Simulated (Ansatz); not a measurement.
# Zn under changes of volume

One of the cells (15.451 Å³/atom); the others are scaled copies at fixed shape and fractional positions:

```
Zn
1.0
    -1.56904    1.56904    1.56904
     1.56904   -1.56904    1.56904
     1.56904    1.56904   -1.56904
Zn
1
Cartesian
  0.0000 0.0000 0.0000
```

This isn't the form of Zn at room conditions, which is hcp.

```yaml
Program: Ansatz 0.2.0
Functional: PBEsol
Potentials_or_basis: Ansatz PAW
Cutoff: "420 eV (not typed: the program's choice for these potentials)"
k_mesh: 12 × 12 × 12
Occupations: fermi-dirac, width 0.05 eV
Spin: no spin polarisation
```

```csv
volume (Å³/atom),energy over the lowest point (meV/atom),pressure (GPa)
14.524,0.00,-1.4
14.833,4.24,-2.9
15.142,10.91,-4.1
15.451,?,?
15.760,30.59,-6.1
16.069,43.20,-7.0
16.378,57.28,-7.7
```

What does the run at 15.451 Å³/atom give?

Energy over the lowest point 19.76 meV/atom; pressure -5.2 GPa.

Worked out: A Birch-Murnaghan fit of order 3 (a polynomial in V^(-2/3)) to the other rows has its minimum at 14.22 Å³/atom, just outside them, with B0 = V·E''(V) = 74 GPa and B' = 4.3. It gives 19.78 meV/atom at 15.451 Å³/atom, against the run's 19.76, and -dE/dV = -5.1 GPa, against -5.2.

Energies are extrapolated to zero smearing.

Caveats: the PAW data sets come from PBE, with cores solved anew for the run's functional, which leaves a small shift of forces and pressure.
